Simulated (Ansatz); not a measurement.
# Nb2NS2 MXene bilayer (AA) in a perpendicular field, part 2 of 2

Aim: how the Nb2NS2 MXene bilayer (AA) screens a field along its normal, and what the field does to its bands. A positive field points along +c.

Ansatz 0.2.0; plane-wave DFT, PBEsol-D3(BJ), Ansatz PAW.

So far. Step 7 (Atoms held, field -0.3 V/Å): The dipole is -0.233 e·Å.

### 8. Response, atoms held (continued)

Local field over the applied field, running mean. From the potentials at -0.1 and 0.1 V/Å; running mean over 2.5 Å. Table of local field over applied field by z:

```
z (Å)  local field over applied field
  4.5                           0.999
  5.0                           0.998
  5.5                           0.992
  6.0                           0.976
  6.5                           0.930
  7.0                           0.831
  7.5                           0.677
  8.0                           0.499
  8.5                           0.317
  9.0                           0.168
  9.5                          0.0782
 10.0                          0.0384
 10.5                          0.0244
 11.0                          0.0219
 11.5                          0.0167
 12.0                         0.00672
 12.5                         0.00292
 13.0                          3.2e-4
 13.5                          8.8e-4
 14.0                         0.00107
 14.5                         0.00242
 15.0                         0.00433
 15.5                         0.00516
 16.0                         0.00519
 16.5                         0.00464
 17.0                         0.00288
 17.5                         0.00121
 18.0                          1.0e-3
 18.5                          2.9e-4
 19.0                         0.00212
 19.5                         0.00568
 20.0                          0.0143
 20.5                          0.0216
 21.0                          0.0232
 21.5                          0.0338
 22.0                          0.0659
 22.5                           0.143
 23.0                           0.280
 23.5                           0.458
 24.0                           0.638
 24.5                           0.800
 25.0                           0.914
 25.5                           0.969
 26.0                           0.990
 26.5                           0.997
 27.0                           0.999
```

Electrons, planar mean, per unit field. The induced electron density by z:

z (Å), induced electron density (e/Å³ per V/Å) and a bar from the least value:
```
        5    0.00001 #############
        6    0.00010 #############
        7    0.00093 #################
        8    0.00368 ##############################
        9    0.00097 #################
       10   -0.00075 #########
       11   -0.00001 #############
       12    0.00005 #############
       13    0.00007 #############
       14   -0.00002 #############
       15   -0.00005 ############
       16    0.00003 #############
       17    0.00000 #############
       18    0.00000 #############
       19    0.00003 #############
       20   -0.00023 ############
       21   -0.00070 #########
       22   -0.00010 ############
       23   -0.00173 ####
       24   -0.00268 
       25   -0.00041 ###########
       26   -0.00004 ############
       27    0.00000 #############
```

By hand: between -0.1 and 0.1 V/Å the dipole changes by 0.1554 e·Å, a slope of 0.7770 e·Å²/V. A perfect conductor of thickness t has p = ε₀AEt, so t = 180.95 × 0.7770 / 9.058 = 15.52 Å (e/ε₀ = 180.95 V·Å, A in Å²).

The induced dipole is that of a conductor 15.52 Å thick.

### 9. Varying the input: crystal.symmetry = {"detect": false}

This step: plane-wave DFT, PBEsol-D3(BJ), Ansatz PAW (Ansatz 0.2.0).

A run with a changed input: it repeats the earlier run at 0.1 V/Å with crystal.symmetry to detect: false.

File input.yaml:

```yaml
crystal:
  lattice:
    - [3.2341679959, 0.0, 0.0]
    - [-1.6170839979, 2.8008716445, 0.0]
    - [0.0, 0.0, 31.6115267928]
  atoms:
    - { symbol: S, position: [0.3333333333, 0.6666666667, 0.2847062737] }
    - { symbol: Nb, position: [0.6666666667, 0.3333333333, 0.3356025767] }
    - { symbol: "N", position: [0.0, 0.0, 0.3714200735] }
    - { symbol: Nb, position: [0.3333333333, 0.6666666667, 0.4073511555] }
    - { symbol: S, position: [0.6666666667, 0.3333333333, 0.4580433634] }
    - { symbol: S, position: [0.3333333333, 0.6666666667, 0.5419566366] }
    - { symbol: Nb, position: [0.6666666667, 0.3333333333, 0.5926488446] }
    - { symbol: "N", position: [0.0, 0.0, 0.6285799266] }
    - { symbol: Nb, position: [0.3333333333, 0.6666666667, 0.6643974233] }
    - { symbol: S, position: [0.6666666667, 0.3333333333, 0.7152937263] }
  symmetry: { detect: false }
kpoints:
  mp_grid: { grid: [18, 18, 1] }
  band_path:
    path: [[0, 0, 0], [0.5, 0, 0], [0.33333333, 0.33333333, 0], [0, 0, 0]]
    npoints: 16
hamiltonian:
  xc: pbesol
  dispersion: d3bj
scf:
  occupations: { method: fermi_dirac, width: 0.05 }
  convergence: { dr2_threshold: 1.0e-10 }
efield:
  axis: 3
  dipole_correction: true
  ramp_position: 0.97
  ramp_width: 0.06
  amplitude: 0.1
output:
  write_potential: true
  write_density: true
  volumetric_format: npy
```

Run with:

```console
> ansatz run input.yaml --threads 4 --pin off --max-ram 6144MiB --backend cpu --events-out ev --progress --plain --runs-dir out
```

Run time: 43 s. Hardware: 4 threads of AMD EPYC 9R45, shared host; peak memory 2.6 GiB.

Numbers from this step:

```
energy at zero smearing : -22293.7083 eV
dipole along the normal : 0.07770 e·Å
```

Electronic bands along the path, in eV, zero at the Fermi level:

```
  point  band 40  band 41  band 42  band 43  band 44  band 45  band 46  band 47
      Γ    -1.39    -0.74    -0.74    -0.66    -0.66    -0.52    -0.22     0.71
halfway    -1.98    -1.87    -1.83     0.14     0.20     0.43     0.66     1.01
      M    -2.40    -2.05    -1.89     0.75     0.88     1.41     1.43     1.59
halfway    -2.64    -1.39    -1.36     0.89     0.97     0.98     1.05     1.56
      K    -3.18    -0.15    -0.15    -0.07    -0.07     0.18     0.49     2.27
halfway    -2.36    -1.26    -0.85    -0.73    -0.69     1.27     1.31     1.49
      Γ    -1.39    -0.74    -0.74    -0.66    -0.66    -0.52    -0.22     0.71
```

```csv
quantity,this run,earlier run,difference
dipole along the normal (e·Å),0.07770,0.07770,-1.7e-8
```

The dipole moves by under 0.5 % or 5e-5 e·Å.

Of the bands kept, 4 cross the Fermi level on this path.

### 10. Varying the input

Another changed input: it repeats the earlier run at 0.1 V/Å with efield.amplitude from 0.1 to 0.3 and efield.dipole_correction from true to false.

input.yaml: that of step 9 with these lines changed.

```diff
@@ -16,3 +16,2 @@
     - { symbol: S, position: [0.6666666667, 0.3333333333, 0.7152937263] }
-  symmetry: { detect: false }
 kpoints:
@@ -30,6 +29,6 @@
   axis: 3
-  dipole_correction: true
+  dipole_correction: false
   ramp_position: 0.97
   ramp_width: 0.06
-  amplitude: 0.1
+  amplitude: 0.3
 output:
```

Run time: 13 s. Hardware: 4 threads; peak memory 1.1 GiB; 49 s of CPU time.

| quantity | this run | earlier run | difference |
| --- | --- | --- | --- |
| dipole along the normal (e·Å) | 0.4583 | 0.07770 | 0.38 |

The applied field differs, and the slope found earlier predicts a dipole of 0.233 e·Å; this run gives 0.458 e·Å, 0.23 e·Å more.

With the dipole correction off, the periodic images add a field of their own to the typed one.

These numbers are not those of the isolated slab.

### 11. Results

| Property | Result |
| --- | --- |
| gap without field | none |
| work function, upper face | 5.38 eV |
| equivalent conductor thickness, atoms held | 15.5 Å |

The induced dipole equals that of a perfect conductor 15.52 Å thick, while the outer atoms lie 13.61 Å apart. There is no gap over 0.03 eV, with or without the field. The first relaxation ran with spin and lost its moment, and the later runs have none; other magnetic states were not tried. Spin-orbit coupling is left out. The MXene's terminations sit over the metal atoms of its far layer; the site over carbon or nitrogen, which some compounds prefer, was not run. With this functional, D3(BJ) tends to leave the relaxed cell short of measured lattice constants, by some per cent.

[Logs are printed without paths, hosts, clocks, repeated set-up lines and the standing remarks that a program may print on its own settings, such as how far it seeks lower states.]

[Hosts, paths, dates, database ids (printed as entryN), source tags and the programs' standing remarks are cut or masked in the printed files.]

[Maps of the electrostatic potential energy from Ansatz leave out the sawtooth potential of an applied field or a dipole correction, so their vacuum need not be flat; planar profiles and work functions include it.]
